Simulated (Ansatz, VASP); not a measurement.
Two plane-wave programs on NaCl

File INCAR:

```
SYSTEM = NaCl
PREC = Accurate
ENCUT = 520
EDIFF = 1E-6
ISMEAR = 0
SIGMA = 0.05
LREAL = .FALSE.
LASPH = .TRUE.
NELM = 100
ALGO = Fast
ISIF = 2
LWAVE = .FALSE.
LCHARG = .FALSE.
GGA = PE
NBANDS = 14
```

The input KPOINTS:

```
Automatic mesh
0
G
  6 6 6
  0 0 0
```

The input POSCAR:

```
NaCl
1.0
    3.5021900000      0.0000000000      0.0000000000
    0.0000000000      3.5021900000      0.0000000000
    0.0000000000      0.0000000000      3.5021900000
Na Cl
1 1
Direct
   -0.0403808349     -0.0403808349     -0.0285535622
    0.5000000000      0.5000000000      0.5000000000
```

Input for Ansatz:

```yaml
crystal:
  lattice:
    - [3.50219, 0.0, 0.0]
    - [0.0, 3.50219, 0.0]
    - [0.0, 0.0, 3.50219]
  atoms:
    - { symbol: Na, position: [-0.0403808349, -0.0403808349, -0.0285535622] }
    - { symbol: Cl, position: [0.5, 0.5, 0.5] }
basis:
  ecutwfc: 420
kpoints:
  mp_grid: { grid: [6, 6, 6] }
hamiltonian:
  xc: pbe
scf:
  occupations: { method: gaussian, width: 0.05 }
output:
  forces: true
  stress: true
  eigenvalues: true
```

Alike in both runs: task single point; functional PBE; k mesh 6 × 6 × 6; occupations gaussian, width 0.05 eV; no spin polarisation.

|  | VASP | Ansatz |
| --- | --- | --- |
| version | VASP 6.6.1 | Ansatz 0.2.0 |
| potentials or method | VASP PAW PBE potentials, release 64 (Na_pv, Cl) | scalar-relativistic, plane waves, PAW |
| plane-wave cutoff (eV) | 520 | 420 |
| valence electrons in the cell | 14 | 16 |

|  | VASP | Ansatz | Ansatz less VASP |
| --- | --- | --- | --- |
| gap on the k mesh at the Fermi level (eV) | 4.00 | 4.00 | +0.002 |
| least direct gap on the mesh (eV) | 4.49 | 4.49 | +0.002 |
| pressure (GPa) | 0.3 | 0.5 | +0.15 |
| largest component of the traceless stress (GPa) | 0.31 | 0.30 | -0.003 |
| rms of the force components (eV/Å) | 0.060 | 0.059 | -0.0006 |

Atom by atom the forces differ by 0.001 eV/Å (rms over components). The two sets of potentials don't hold the same shells in valence.

A k mesh can miss the band edges.
